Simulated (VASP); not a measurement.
# BeTe (F-43m) in VASP: a series of runs

One crystal, BeTe, is run at these levels: PBE; tasks: equation of state.

All numbers are computed with VASP 6.6.1; they aren't measurements. Logs are shortened: lines on timing, memory, paths and dates and some standing lists are left out, and cuts for length are marked.

## (1) The crystal as given

It takes space group F-43m (No. 216, cubic). Conventional cell: a = 5.669 Å, b = 5.669 Å, c = 5.669 Å, α = 90.00°, β = 90.00°, γ = 90.00°. Around Be (site symmetry -43m) lie 4 Te at 2.45 Å. Around Te (site symmetry -43m) lie 4 Be at 2.45 Å.

The cell was built by a generator and needn't be a form met in nature.

## (2) Equation of state, PBE, 22.77 Å³/atom

INCAR

```
ALGO = Normal
EDIFF = 1E-6
EDIFFG = -0.02
ENCUT = 520
GGA = PE
IBRION = 2
ISIF = 4
ISMEAR = 0
KPAR = 2
LASPH = T
LCHARG = F
LREAL = F
LWAVE = F
NELM = 100
NSW = 30
PREC = Accurate
SIGMA = 0.03
```

KPOINTS

```
k-points
0
Gamma
  7 7 7
```

POSCAR

```
BeTe
1.0
    0.0000000000      2.8342600000      2.8342600000
    2.8342600000      0.0000000000      2.8342600000
    2.8342600000      2.8342600000      0.0000000000
Be Te
1 1
Direct
    0.0000000000      0.0000000000      0.0000000000
    0.7500000000      0.7500000000      0.7500000000
```

Potentials or basis: VASP PAW PBE potentials, release 64 (Be, Te).

On the command line:

```bash
> cat potpaw_PBE.64/Be/POTCAR potpaw_PBE.64/Te/POTCAR > POTCAR
> mpirun -np 2 vasp_std > vasp.out
```

OUTCAR:

```text
EDIFF = 1E-6
   EDIFFG = -0.02
   ENCUT = 520
   GGA = PE
   IBRION = 2
   ISIF = 4
   ISMEAR = 0
   LASPH = T
   LREAL = F
   NELM = 100
   NSW = 30
   PREC = Accurate

 ion  position               nearest neighbor table
   1  0.000  0.000  0.000-   2 2.45   2 2.45   2 2.45   2 2.45
   2  0.750  0.750  0.750-   1 2.45   1 2.45   1 2.45   1 2.45

  LATTYP: Found a face centered cubic cell.
 ALAT       =     5.6685200000

  Lattice vectors:

 A1 = (   0.0000000000,   2.8342600000,   2.8342600000)
 A2 = (   2.8342600000,   0.0000000000,   2.8342600000)
 A3 = (   2.8342600000,   2.8342600000,   0.0000000000)

Analysis of symmetry for initial positions (statically):
=====================================================================
 Subroutine PRICEL returns:
 Original cell was already a primitive cell.

 Routine SETGRP: Setting up the symmetry group for a
 face centered cubic supercell.

 Subroutine GETGRP returns: Found 24 space group operations
 (whereof 24 operations were pure point group operations)
 out of a pool of 48 trial point group operations.

The static configuration has the point symmetry T_d .

Analysis of symmetry for dynamics (positions and initial velocities):
=====================================================================
 Subroutine PRICEL returns:
 Original cell was already a primitive cell.

 Routine SETGRP: Setting up the symmetry group for a
 face centered cubic supercell.

 Subroutine GETGRP returns: Found 24 space group operations
 (whereof 24 operations were pure point group operations)
 out of a pool of 48 trial point group operations.

The dynamic configuration has the point symmetry T_d .

 Subroutine INISYM returns: Found 24 space group operations
 (whereof 24 operations are pure point group operations),
 and found     1 'primitive' translations

----------------------------------------------------------------------------------------

                                     Primitive cell

  volume of cell :      45.5354

  direct lattice vectors                    reciprocal lattice vectors
     0.000000000  2.834260000  2.834260000    -0.176412891  0.176412891  0.176412891
     2.834260000  0.000000000  2.834260000     0.176412891 -0.176412891  0.176412891
     2.834260000  2.834260000  0.000000000     0.176412891  0.176412891 -0.176412891

  length of vectors
     4.008248931  4.008248931  4.008248931     0.305556090  0.305556090  0.305556090

  position of ions in fractional coordinates (direct lattice)
     0.000000000  0.000000000  0.000000000
     0.750000000  0.750000000  0.750000000

  ion indices of the primitive-cell ions
   primitive index   ion index
                 1           1
                 2           2

----------------------------------------------------------------------------------------

 KPOINTS: k-points

Automatic generation of k-mesh.
 Grid dimensions read from file:
 generate k-points for:    7    7    7

 Generating k-lattice:

  Cartesian coordinates                     Fractional coordinates (reciprocal lattice)
    -0.025201842  0.025201842  0.025201842     0.142857143  0.000000000  0.000000000
     0.025201842 -0.025201842  0.025201842     0.000000000  0.142857143  0.000000000
     0.025201842  0.025201842 -0.025201842     0.000000000  0.000000000  0.142857143

  Length of vectors
     0.043650870  0.043650870  0.043650870

  Shift w.r.t. Gamma in fractional coordinates (k-lattice)
     0.000000000  0.000000000  0.000000000

 Subroutine IBZKPT returns following result:
 ===========================================

 Found     20 irreducible k-points:

 Following reciprocal coordinates:
            Coordinates               Weight
  0.000000  0.000000  0.000000      1.000000
  0.142857  0.000000  0.000000      8.000000
  0.285714  0.000000  0.000000      8.000000
  0.428571  0.000000  0.000000      8.000000
  0.142857  0.142857  0.000000      6.000000
  0.285714  0.142857  0.000000     24.000000
[... 12 lines left out ...]
 -0.428571  0.428571  0.142857     24.000000
 -0.285714  0.428571  0.142857     24.000000
   k-points           NKPTS =     20   k-points in BZ     NKDIM =     20   number of bands    NBANDS=      8
   number of dos      NEDOS =    301   number of ions     NIONS =      2
   total plane-waves  NPLWV =  27000
   dimension x,y,z NGX =    30 NGY =   30 NGZ =   30
   dimension x,y,z NGXF=    60 NGYF=   60 NGZF=   60
   ions per type =               1   1
   NGX,Y,Z   is equivalent  to a cutoff of  12.44, 12.44, 12.44 a.u.
   NGXF,Y,Z  is equivalent  to a cutoff of  24.89, 24.89, 24.89 a.u.
 SYSTEM =  unknown system
   PREC   = accura    normal or accurate (medium, high low for compatibility)
   ISTART =      0    job   : 0-new  1-cont  2-samecut
   ICHARG =      2    charge: 1-file 2-atom 10-const
   ISPIN  =      1    spin polarized calculation?
   LNONCOLLINEAR =      F non collinear calculations
   LSORBIT =      F    spin-orbit coupling
   LASPH  =      T    aspherical Exc in radial PAW
   ENCUT  =  520.0 eV  38.22 Ry    6.18 a.u.   7.45  7.45  7.45*2*pi/ulx,y,z
   NELM   =    100;   NELMIN=  2; NELMDL= -5     # of ELM steps
   EDIFF  = 0.1E-05   stopping-criterion for ELM
   LREAL  =      F    real-space projection
   EDIFFG = -.2E-01   stopping-criterion for IOM
   NSW    =     30    number of steps for IOM
   IBRION =      2    ionic relax: 0-MD 1-quasi-New 2-CG
   NFREE  =      1    steps in history (QN), initial steepest desc. (CG)
   ISIF   =      4    stress and relaxation
   ISYM   =      2    0-nonsym 1-usesym 2-fastsym
   POTIM  = 0.5000    time-step for ionic-motion
   TEBEG  =    0.0;   TEEND  =   0.0 temperature during run
   PSTRESS=    0.0 pullay stress
   NELECT =       8.0000    total number of electrons
   NUPDOWN=      -1.0000    fix difference up-down
   EMIN   =  10.00;   EMAX   =-10.00  energy-range for DOS
   EFERMI =   0.00;   METHOD = LEGACY
   ISMEAR =     0;   SIGMA  =   0.03  broadening in eV -4-tet -1-fermi 0-gaus
   EFERMI_NEDOS =   21; number of points for ismear=-14 and -15
   IALGO  =     38    algorithm
   IMIX   =      4    mixing-type and parameters
     AMIX     =   0.40;   BMIX     =  1.00
     AMIX_MAG =   1.60;   BMIX_MAG =  1.00
  volume/ion in A,a.u.               =      22.77       153.64
  Fermi-wavevector in a.u.,A,eV,Ry     =   0.916900  1.732689 11.438486  0.840705
  Thomas-Fermi vector in A             =   2.041808
   LORBIT       =      0    0 simple, 1 ext, 2 COOP (PROOUT), +10 PAW based schemes
   GGA     = PE    functional components
   LHFCALC =     F    Hartree Fock is set to
   AEXX    =    0.0000 exact exchange contribution
   IVDW    =     0    specifies the selected vdW correction
   LEPSILON=     F    determine dielectric tensor
   LRPA    =     F    only Hartree local field effects (RPA)
 conjugate gradient relaxation of ions
 non-spin polarized calculation
 Gauss-broadening in eV      SIGMA  =   0.03
  energy-cutoff  :      520.00
  volume of cell :       45.54
 maximum number of plane-waves:      1243
 NGX is ok and might be reduce to    30
   NGX = 15   NGY = 15   NGZ = 15

 number of electron       8.0000001 magnetization

 Free energy of the ion-electron system (eV)
  ---------------------------------------------------
  ext. energy  EPLUGINS =         0.00000000
  ---------------------------------------------------
  free energy    TOTEN  =        -7.62318537 eV

  energy without entropy =       -7.62318537  energy(sigma->0) =       -7.62318537

 E-fermi :   5.0680     XC(G=0):  -8.9787

 val. band max:        4.8818272761   @ k =   0.0000   0.0000   0.0000
 cond. band min:       6.9528583751   @ k =   0.4286   0.4286   0.0000
 fundamental gap:      2.0710310989
 Fermi energy:         5.0679530941

 k-point     1 :       0.0000    0.0000    0.0000
  band No.  band energies     occupation
      1      -7.2888      2.00000
      2       4.8818      2.00000
      3       4.8818      2.00000
      4       4.8818      2.00000
      5       8.5069      0.00000
      6       8.5069      0.00000
      7       8.5069      0.00000
      8       8.5624      0.00000

 k-point     2 :       0.1429    0.0000    0.0000
  band No.  band energies     occupation
      1      -7.1025      2.00000
      2       3.3094      2.00000
      3       4.5969      2.00000
      4       4.5969      2.00000
      5       8.3536      0.00000
      6       8.9234      0.00000
      7       8.9234      0.00000
      8      10.1660      0.00000

 k-point     3 :       0.2857    0.0000    0.0000
  band No.  band energies     occupation
      1      -6.6076      2.00000
      2       1.1218      2.00000
      3       4.1174      2.00000
      4       4.1174      2.00000
      5       8.0902      0.00000
      6       9.4449      0.00000
      7       9.4449      0.00000
      8      12.2463      0.00000

 k-point     4 :       0.4286    0.0000    0.0000
  band No.  band energies     occupation
      1      -6.0845      2.00000
      2      -0.3257      2.00000
      3       3.8204      2.00000
      4       3.8204      2.00000
      5       7.9273      0.00000
      6       9.4918      0.00000
      7       9.4918      0.00000
      8      12.7259      0.00000

 k-point     5 :       0.1429    0.1429    0.0000
  band No.  band energies     occupation
      1      -7.0400      2.00000
      2       3.5437      2.00000
      3       4.1000      2.00000
      4       4.1000      2.00000
      5       8.0457      0.00000
      6       9.6697      0.00000
      7       9.6697      0.00000
      8       9.7090      0.00000
[... 133 lines left out ...]
 k-point    18 :      -0.4286    0.2857    0.1429
  band No.  band energies     occupation
      1      -5.7778      2.00000
      2       0.1287      2.00000
      3       1.8245      2.00000
      4       2.9091      2.00000
      5       9.1023      0.00000
      6       9.5092      0.00000
      7      11.1518      0.00000
      8      12.2930      0.00000

 k-point    19 :      -0.4286    0.4286    0.1429
  band No.  band energies     occupation
      1      -5.6040      2.00000
      2       0.2211      2.00000
      3       1.7786      2.00000
      4       2.1623      2.00000
      5       8.2431      0.00000
      6       8.9156      0.00000
      7      11.7763      0.00000
      8      13.4972      0.00000

 k-point    20 :      -0.2857    0.4286    0.1429
  band No.  band energies     occupation
      1      -5.5332      2.00000
      2       0.3372      2.00000
      3       1.1231      2.00000
      4       2.2562      2.00000
      5       8.8445      0.00000
      6      10.8480      0.00000
      7      11.1000      0.00000
      8      11.5872      0.00000

------------------------ aborting loop because EDIFF is reached ----------------------------------------

  FORCE on cell =-STRESS in cart. coord.  units (eV):
  Direction    XX          YY          ZZ          XY          YZ          ZX
  --------------------------------------------------------------------------------------
  -------------------------------------------------------------------------------------
  Total        0.0016185      0.0016185      0.0016185      0.0000000      0.0000000     -0.0000000
  in kB        0.0569466      0.0569466      0.0569466      0.0000000      0.0000000     -0.0000000
  external PRESSURE =       0.0569466 kB  Pullay stress =       0.0000000 kB

 VOLUME and BASIS-vectors are now :
 -----------------------------------------------------------------------------
  energy-cutoff  :      520.00
  volume of cell :       45.54
      direct lattice vectors                 reciprocal lattice vectors
     0.000000000  2.834260000  2.834260000    -0.176412891  0.176412891  0.176412891
     2.834260000  0.000000000  2.834260000     0.176412891 -0.176412891  0.176412891
     2.834260000  2.834260000  0.000000000     0.176412891  0.176412891 -0.176412891

 POSITION                                       TOTAL-FORCE (eV/Angst)
 -----------------------------------------------------------------------------------
      0.00000      0.00000      0.00000         0.000000      0.000000      0.000000
      4.25139      4.25139      4.25139        -0.000000     -0.000000     -0.000000
 -----------------------------------------------------------------------------------
    total drift:                               -0.000000     -0.000000     -0.000000

  FREE ENERGIE OF THE ION-ELECTRON SYSTEM (eV)
  ---------------------------------------------------
  free  energy   TOTEN  =        -7.6231853678 eV

  energy  without entropy=       -7.6231853678  energy(sigma->0) =       -7.62318537

 reached required accuracy - stopping structural energy minimisation
```

It took 4.8 s on 2 MPI ranks of Intel Xeon Platinum 8559C (Emerald Rapids), shared host; peak memory 0.15 GiB.

What came out:

```
Free energy            : -7.6232 eV
Pressure               : 0.0 GPa
Band gap on the k mesh : 2.07 eV, indirect (least direct gap 3.63 eV)
```

Caveat: spin-orbit coupling is left out, which moves the levels of the heavy elements; an odd mesh through Γ misses points on the zone boundary, where band edges often lie.

## (3) Equation of state, PBE, 22.08 Å³/atom (volume scaled by 0.97)

INCAR is that of step 2.

KPOINTS is that of step 2.

POSCAR

```
BeTe
1.0
    0.0000000000      2.8056291536      2.8056291536
    2.8056291536      0.0000000000      2.8056291536
    2.8056291536      2.8056291536      0.0000000000
Be Te
1 1
Direct
    0.0000000000      0.0000000000      0.0000000000
    0.7500000000      0.7500000000      0.7500000000
```

Potentials or basis: VASP PAW PBE potentials, release 64 (Be, Te).

On the command line:

```bash
> cat potpaw_PBE.64/Be/POTCAR potpaw_PBE.64/Te/POTCAR > POTCAR
> mpirun -np 2 vasp_std > vasp.out
```

It took 5.5 s on 2 MPI ranks of Intel Xeon Platinum 8559C (Emerald Rapids), shared host; peak memory 0.15 GiB.

Results (log left out):

```yaml
Free_energy: -7.6155 eV
Pressure: 1.8 GPa
Band_gap_on_the_k_mesh: 2.00 eV, indirect (least direct gap 3.60 eV)
```

Caveat: spin-orbit coupling is left out, which moves the levels of the heavy elements; an odd mesh through Γ misses points on the zone boundary, where band edges often lie.

## (4) Equation of state, PBE, 23.45 Å³/atom (volume scaled by 1.03)

INCAR is that of step 3.

KPOINTS is that of step 3.

POSCAR

```
BeTe
1.0
    0.0000000000      2.8623238053      2.8623238053
    2.8623238053      0.0000000000      2.8623238053
    2.8623238053      2.8623238053      0.0000000000
Be Te
1 1
Direct
    0.0000000000      0.0000000000      0.0000000000
    0.7500000000      0.7500000000      0.7500000000
```

On the command line:

```bash
> cat potpaw_PBE.64/Be/POTCAR potpaw_PBE.64/Te/POTCAR > POTCAR
> mpirun -np 2 vasp_std > vasp.out
```

Wall time 4.9 s (2 MPI ranks of Intel Xeon Platinum 8559C (Emerald Rapids), shared host); peak memory 0.15 GiB.

The run converged. Its results:

| Quantity | Value |
| --- | --- |
| Free energy | -7.6164 eV |
| Pressure | -1.6 GPa |
| Band gap on the k mesh | 2.13 eV, indirect (least direct gap 3.47 eV) |

Caveat: spin-orbit coupling is left out, which moves the levels of the heavy elements; an odd mesh through Γ misses points on the zone boundary, where band edges often lie.

## (5) Equation of state, PBE, 21.40 Å³/atom (volume scaled by 0.94)

INCAR is that of step 4.

KPOINTS is that of step 4.

POSCAR

```
BeTe
1.0
    0.0000000000      2.7764017245      2.7764017245
    2.7764017245      0.0000000000      2.7764017245
    2.7764017245      2.7764017245      0.0000000000
Be Te
1 1
Direct
    0.0000000000      0.0000000000      0.0000000000
    0.7500000000      0.7500000000      0.7500000000
```

On the command line:

```bash
> cat potpaw_PBE.64/Be/POTCAR potpaw_PBE.64/Te/POTCAR > POTCAR
> mpirun -np 2 vasp_std > vasp.out
```

Wall time 4.8 s (2 MPI ranks of Intel Xeon Platinum 8559C (Emerald Rapids), shared host); peak memory 0.15 GiB.

It converged, with:

```yaml
Free_energy: -7.5910 eV
Pressure: 4.0 GPa
Band_gap_on_the_k_mesh: 1.93 eV, indirect (least direct gap 3.57 eV)
```

Caveat: spin-orbit coupling is left out, which moves the levels of the heavy elements; an odd mesh through Γ misses points on the zone boundary, where band edges often lie.

## (6) Equation of state, PBE, 24.13 Å³/atom (volume scaled by 1.06)

INCAR is that of step 5.

KPOINTS is that of step 5.

POSCAR

```
BeTe
1.0
    0.0000000000      2.8898478381      2.8898478381
    2.8898478381      0.0000000000      2.8898478381
    2.8898478381      2.8898478381      0.0000000000
Be Te
1 1
Direct
    0.0000000000      0.0000000000      0.0000000000
    0.7500000000      0.7500000000      0.7500000000
```

Potentials or basis: VASP PAW PBE potentials, release 64 (Be, Te).

On the command line:

```bash
> cat potpaw_PBE.64/Be/POTCAR potpaw_PBE.64/Te/POTCAR > POTCAR
> mpirun -np 2 vasp_std > vasp.out
```

It took 4.8 s on 2 MPI ranks of Intel Xeon Platinum 8559C (Emerald Rapids), shared host; peak memory 0.15 GiB.

It converged, with:

| Property | Result |
| --- | --- |
| Free energy | -7.5971 eV |
| Pressure | -2.9 GPa |
| Band gap on the k mesh | 2.19 eV, indirect (least direct gap 3.27 eV) |

Caveat: spin-orbit coupling is left out, which moves the levels of the heavy elements; an odd mesh through Γ misses points on the zone boundary, where band edges often lie.

## (7) Equation of state, PBE, 20.72 Å³/atom (volume scaled by 0.91)

INCAR is that of step 6.

KPOINTS is that of step 6.

POSCAR

```
BeTe
1.0
    0.0000000000      2.7465456286      2.7465456286
    2.7465456286      0.0000000000      2.7465456286
    2.7465456286      2.7465456286      0.0000000000
Be Te
1 1
Direct
    0.0000000000      0.0000000000      0.0000000000
    0.7500000000      0.7500000000      0.7500000000
```

On the command line:

```bash
> cat potpaw_PBE.64/Be/POTCAR potpaw_PBE.64/Te/POTCAR > POTCAR
> mpirun -np 2 vasp_std > vasp.out
```

Run time: 4.7 s. Hardware: 2 MPI ranks of Intel Xeon Platinum 8559C (Emerald Rapids), shared host; peak memory 0.15 GiB.

The run converged. Its results:

- Free energy: -7.5469 eV
- Pressure: 6.4 GPa
- Band gap on the k mesh: 1.84 eV, indirect (least direct gap 3.54 eV)

Caveat: spin-orbit coupling is left out, which moves the levels of the heavy elements; an odd mesh through Γ misses points on the zone boundary, where band edges often lie.

## (8) Equation of state, PBE, 24.82 Å³/atom (volume scaled by 1.09)

INCAR is that of step 7.

KPOINTS is that of step 7.

POSCAR

```
BeTe
1.0
    0.0000000000      2.9168573273      2.9168573273
    2.9168573273      0.0000000000      2.9168573273
    2.9168573273      2.9168573273      0.0000000000
Be Te
1 1
Direct
    0.0000000000      0.0000000000      0.0000000000
    0.7500000000      0.7500000000      0.7500000000
```

On the command line:

```bash
> cat potpaw_PBE.64/Be/POTCAR potpaw_PBE.64/Te/POTCAR > POTCAR
> mpirun -np 2 vasp_std > vasp.out
```

It took 4.4 s on 2 MPI ranks of Intel Xeon Platinum 8559C (Emerald Rapids), shared host; peak memory 0.16 GiB.

Results (log left out):

```
Free energy            : -7.5670 eV
Pressure               : -4.1 GPa
Band gap on the k mesh : 2.25 eV, indirect (least direct gap 3.09 eV)
```

Caveat: spin-orbit coupling is left out, which moves the levels of the heavy elements; an odd mesh through Γ misses points on the zone boundary, where band edges often lie.
